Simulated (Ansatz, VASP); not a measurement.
**One calculation of Sb, two programs**

```
CELL_PARAMETERS angstrom
2.15420 1.24373 3.75800
-2.15420 1.24373 3.75800
0.00000 -2.48746 3.75800
ATOMIC_POSITIONS crystal
Sb 0.76651 0.76651 0.76651
Sb 0.23349 0.23349 0.23349
```

Alike in both runs: task relaxation of cell and atoms; functional PBEsol; k mesh 8 × 8 × 8; occupations fermi-dirac, width 0.05 eV; no spin polarisation.

|  | VASP | Ansatz |
| --- | --- | --- |
| version | VASP 6.6.1 | Ansatz 0.2.0 |
| potentials or method | VASP PAW PBE potentials, release 64 (Sb), cutoff 600 eV | all-electron LAPW, scalar-relativistic |

```csv
,VASP,Ansatz,Ansatz less VASP
relaxed volume (Å³/atom),29.87,29.87,-0.004
relaxed cell length with the largest relative difference (Å),4.451,4.454,+0.0024
energy change over the relaxation (meV/atom),-3,-2,+1.0
```

Ansatz ran all-electron here, so the differences hold the error of VASP's frozen core and of both bases.

Caveats: the PAW data sets were made with another functional, which shifts forces and pressure a little (VASP). The runs have no spin-orbit coupling, so splittings on Sb are missing.
